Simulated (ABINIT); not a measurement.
Crystal: CuI (Marshite).

```
CELL_PARAMETERS angstrom
0.00000 3.03150 3.03150
3.03150 0.00000 3.03150
3.03150 3.03150 0.00000
ATOMIC_POSITIONS crystal
I 0.00000 0.00000 0.00000
Cu 0.75000 0.75000 0.75000
```

Base run:

* Program: ABINIT 10.8.3 (patched build)
* Functional: PBEsol
* Potentials or basis: JTH PAW PBE v2.0
* Cutoff: 707 eV
* k mesh: 5 × 5 × 5
* Occupations: fermi-dirac, width 0.05 eV
* Spin: no spin polarisation

Its results: band gap on the k mesh 1.00 eV, direct; pressure -2.0 GPa.

The run is repeated on the same cell with these changes: k mesh from 5 × 5 × 5 to 3 × 3 × 3. What comes out?

Band gap on the k mesh 1.00 eV, direct; pressure -1.0 GPa.

Caveats: some runs use coarse meshes; the PAW data sets were made with another functional, which shifts forces and pressure a little; spin-orbit coupling is left out, which moves the levels of the heavy elements.

